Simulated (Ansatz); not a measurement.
A crystal relaxed with r2SCAN in Ansatz has space group P6_3mc (No. 186) and a = 4.161 Å, c = 13.554 Å.

```
atom  site       x       y       z
  Xx    2a  0.0000  0.0000  0.9997
  Xx    2b  0.3333  0.6667  0.2499
   S    2a  0.0000  0.0000  0.1876
   S    2b  0.3333  0.6667  0.4378
```

r2SCAN gives a direct gap of 1.59 eV at Γ. HSE06 gives a direct gap of 2.15 eV at Γ. Meshes: r2SCAN 12×12×2, HSE06 6×6×2.

**Question.** Which element is Xx?
A. Mg
B. Cd
C. Zn
D. Hg

**Answer.** B. Xx is Cd: CdS built on the 4H polytype prototype. Cd has 4 S at 2.54–2.55 Å; Cd has 4 S at 2.55 Å; S has 4 Cd at 2.55 Å; S has 4 Cd at 2.54–2.55 Å.

These are computed values for a spin-unpolarised cell that may be hypothetical; none is a measurement.

The runs are scalar-relativistic, without spin-orbit coupling.

The meshes of the hybrids are coarse, so their gaps aren't converged to the digits shown.
